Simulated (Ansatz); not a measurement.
# MnO (Fm-3m): which magnetic order lies lowest

The task here is to estimate one member of a computed series from the others.

Computed with Ansatz 0.2.0 (DFT PBE, scalar-relativistic, plane waves, PAW, unless a step's input says otherwise).

3 further runs of the same task are left out: 3 set aside as unsound or not needed.

**The structure to begin with**

Symmetry: Fm-3m, No. 225, cubic system. Conventional cell: a = 4.440 Å, b = 4.440 Å, c = 4.440 Å, α = 90.00°, β = 90.00°, γ = 90.00°. Mn (site symmetry m-3m) has 6 O at 2.22 Å as nearest neighbours. O (site symmetry m-3m) has 6 Mn at 2.22 Å as nearest neighbours.

Structure file:

```cif
data_structure
_symmetry_space_group_name_H-M 'Fm-3m'
_symmetry_Int_Tables_number 225
_cell_length_a 4.4401
_cell_length_b 4.4401
_cell_length_c 4.4401
_cell_angle_alpha 90.000
_cell_angle_beta 90.000
_cell_angle_gamma 90.000
_cell_volume 87.53
loop_
_atom_site_label
_atom_site_type_symbol
_atom_site_symmetry_multiplicity
_atom_site_Wyckoff_symbol
_atom_site_fract_x
_atom_site_fract_y
_atom_site_fract_z
_atom_site_occupancy
Mn1 Mn 4 a 0.00000 0.00000 0.00000 1
O1 O 4 b 0.50000 0.00000 0.00000 1
```

This cell comes from an earlier session at PBE: 10.942 Å³/atom at -0.06 GPa, on a 14×14×14 mesh.

Set-up of the first run:

Input file input.yaml:

```yaml
crystal:
  lattice:
    - [0.0, 2.2200320392, 2.2200320392]
    - [2.2200320392, 0.0, 2.2200320392]
    - [4.4400640784, 2.2200320392, -2.2200320392]
  atoms:
    - { symbol: Mn, position: [0.0, 0.0, 0.0], spin: 5.0 }
    - { symbol: O, position: [0.75, 0.5, 0.25] }
    - { symbol: Mn, position: [0.5, 0.0, 0.5], spin: 5.0 }
    - { symbol: O, position: [1.25, 0.5, 0.75] }
basis:
  ecutwfc: 420
  ecutrho_ratio: 4
kpoints:
  mp_grid: { grid: [14, 14, 14] }
hamiltonian:
  xc: pbe
scf:
  occupations: { method: gaussian, width: 0.05 }
  lower_state_search: "off"
output:
  forces: true
  stress: true
  eigenvalues: true
  populations: true
magnetization:
  spin_polarized: true
```

Started as:

```bash
> ansatz run input.yaml --threads 2 --pin off --max-ram 5120MiB --backend cpu --events-out ev --progress --plain --runs-dir out
```

Steps of the session up to this table: Ferromagnetic, larger cell; Antiferromagnetic, propagation vector (1/2, 1/2, -1/2); Antiferromagnetic, propagation vector (1, 0, 0); No spin polarisation.

One of the session's tables, all rows but one given; the rest of the session is left out.

It belongs to the step «The orders side by side». 

| order | above the lowest (meV/atom) | largest moment (μB) | pressure (GPa) |
| --- | --- | --- | --- |
| ferromagnetic | 76.4 | 4.03 | -0.1 |
| antiferromagnetic, propagation vector (1/2, 1/2, -1/2) | 0.0 | 4.06 | -0.1 |
| antiferromagnetic, propagation vector (1, 0, 0) | ? | ? | ? |
| no spin polarisation | 1152.3 | 0.00 | -34.0 |

**Question.** Estimate the row for antiferromagnetic, propagation vector (1, 0, 0).

The run gave: above the lowest (meV/atom): 35.7; largest moment (μB): 4.09; pressure (GPa): 0.6. In the column «above the lowest (meV/atom)» it lies between antiferromagnetic, propagation vector (1/2, 1/2, -1/2) (0.0) and ferromagnetic (76.4).

The first row is the run of the earlier session that started with parallel moments (-2233.0855 eV/atom).

Limits of these values: Only these orders were tried, at zero temperature; the one found in experiment may not be among them. Warnings in the runs' records: anti translation declined.
